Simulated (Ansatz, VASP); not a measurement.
## V: VASP beside Ansatz

The input INCAR:

```
SYSTEM = V
PREC = Accurate
ENCUT = 520
EDIFF = 1E-6
ISMEAR = 0
SIGMA = 0.15
LREAL = .False.
LASPH = .True.
NELM = 100
ALGO = Fast
ISIF = 2
LWAVE = .False.
LCHARG = .False.
GGA = PE
NBANDS = 20
```

The input KPOINTS:

```
regular mesh
0
Gamma
  21 21 10
  0 0 0
```

POSCAR

```
V
1.0
    2.4740793975      0.0000000000      0.0000000000
   -1.2370396987      2.1426156093      0.0000000000
    0.0000000000      0.0000000000      4.8414194000
V
2
Direct
    0.6666666667      0.3333333333      0.7500000000
    0.3333333333      0.6666666667      0.2500000000
```

Input for Ansatz:

```yaml
crystal:
  lattice:
    - [2.4740793975, 0.0, 0.0]
    - [-1.2370396987, 2.1426156093, 0.0]
    - [0.0, 0.0, 4.8414194]
  atoms:
    - { symbol: V, position: [0.6666666667, 0.3333333333, 0.75] }
    - { symbol: V, position: [0.3333333333, 0.6666666667, 0.25] }
basis:
  ecutwfc: 420
kpoints:
  mp_grid: { grid: [21, 21, 10] }
hamiltonian:
  xc: pbe
scf:
  occupations: { method: gaussian, width: 0.15 }
output:
  forces: true
  stress: true
  eigenvalues: true
```

Change from the starting cell: strain -0.050 along x and y, +0.025 along z, atoms carried along.

Alike in both runs: task single point; functional PBE; k mesh 21 × 21 × 10; occupations gaussian, width 0.15 eV; no spin polarisation.

|  | VASP | Ansatz |
| --- | --- | --- |
| version | VASP 6.6.1 | Ansatz 0.2.0 |
| potentials or method | VASP PAW PBE potentials, release 64 (V_sv) | scalar-relativistic, plane waves, PAW |
| plane-wave cutoff (eV) | 520 | 420 |
| valence electrons in the cell | 26 | 26 |

Ansatz gave:

| Property | Result |
| --- | --- |
| gap on the k mesh at the Fermi level (eV) | none |
| pressure (GPa) | 15.9 |
| largest component of the traceless stress (GPa) | 14.39 |

Which values does VASP return?

gap on the k mesh at the Fermi level (eV): none; pressure (GPa): 16.2; largest component of the traceless stress (GPa): 14.49.

A gap of «none» marks a metal or a gap that the smearing closes. With one functional, cell and mesh, what is left measures potentials, basis and numerics.

Caveats: so large a pressure means that the cell lies far from this level's equilibrium, or that cutoff or potentials fall short (VASP).
